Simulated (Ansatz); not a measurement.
Runs of Ansatz 0.2.0 on Se. It takes space group P3_121 (No. 152, trigonal). The conventional cell has a = 4.366 Å, b = 4.366 Å, c = 4.954 Å, α = 90.00°, β = 90.00°, γ = 120.00°. Around Se (site symmetry 2) lie 2 Se at 2.37 Å. 

| task | level | cell | k mesh | cutoff (eV) | smearing | points for each segment of the path | gap on the mesh (eV) | pressure (GPa) | relaxed volume (Å³/atom) |
| --- | --- | --- | --- | --- | --- | --- | --- | --- | --- |
| relaxation of cell and atoms | PBEsol | relaxed | 7 × 7 × 6 | 420 | fermi-dirac 0.05 eV | - | (a) | 0.0 | (b) |
| relaxation of cell and atoms | RPBE+D4 | relaxed | 7 × 7 × 6 | 420 | fermi-dirac 0.05 eV | - | 0.87 | 0.0 | 22.89 |
| band structure | r2SCAN | as given | 7 × 7 × 6 | 500 | fermi-dirac 0.05 eV | 14 | 1.46 | 1.3 | - |
| phonons | LDA | as given | 6 × 6 × 5 | 420 | fixed | - | 1.19 | - | - |

Alike in all rows: potentials or basis Ansatz PAW; no spin polarisation.

Problem. Fill in the values left out.

Solution. (a) 0.90; (b) 24.11.

Caveats: the PAW data sets come from PBE, with cores solved anew for the run's functional, which leaves a small shift of forces and pressure; odd divisions of the mesh miss points on the zone boundary, where band edges often lie, so the gap on the mesh can be too wide (some runs); the plane-wave basis is chosen anew once the cell has moved, so the energies of steps on either side of that aren't comparable (some runs); the volume moved by -12 % from the deposited cell, more than functionals usually miss (some runs); the volume moved by over 15 % at a fixed basis, so the end points are rough (some runs); the volume moved by -16 % from the deposited cell, more than functionals usually miss (some runs); the k mesh misses the band edges, so the gap on the mesh is wider than the one along the path (some runs).

A k mesh can miss the band edges, and the runs leave out spin-orbit coupling on Se.

Runs at the PBE level aren't shown here.
